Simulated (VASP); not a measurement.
# AlAu: single point with LDA

Crystal: AlAu.

```
Al Au
1.0
     3.12722    0.00000    0.00000
     0.00000    3.12722    0.00000
     0.00000    0.00000    3.12722
Al Au
1 1
Direct
  0.00000 0.00000 0.00000
  0.50000 0.50000 0.50000
```

The cell comes from a database or a generator and needn't be the stable form of this composition.

The cell isn't the ideal one: strain -0.030 along x and y, -0.030 along z, atoms carried along.

| Item | Value |
| --- | --- |
| Program | VASP 6.6.1 |
| Task | single point |
| Functional | LDA |
| Potentials or basis | VASP PAW LDA potentials, release 64 (Al, Au) |
| Cutoff | 520 eV |
| k mesh | 14 × 14 × 14 |
| Occupations | gaussian, width 0.15 eV |
| Spin | no spin polarisation |

The pressure is 3.7 GPa and the band gap on the k mesh is none (metal or under the smearing width).

Levels at points of the mesh, in eV from the Fermi level:
| k point | band 5 | band 6 | band 7 | band 8 | band 9 | band 10 |
| --- | --- | --- | --- | --- | --- | --- |
| (0.00, 0.00, 0.00) | -5.16 | -5.16 | 2.75 | 2.75 | 2.75 | 7.48 |
| (0.50, 0.00, 0.00) | -6.19 | -5.02 | -3.52 | 5.51 | 7.31 | 7.31 |
| (0.50, 0.50, 0.00) | -4.17 | -3.98 | -3.98 | -1.33 | 1.03 | 7.37 |
| (0.50, 0.50, 0.50) | -4.12 | -0.37 | 0.60 | 0.60 | 0.60 | 2.44 |

It took 16 s on 1 thread of AMD EPYC 9R45 (Zen 5) (shared host), peak memory 0.13 GiB.

The run has no spin-orbit coupling, so splittings on Au are missing.
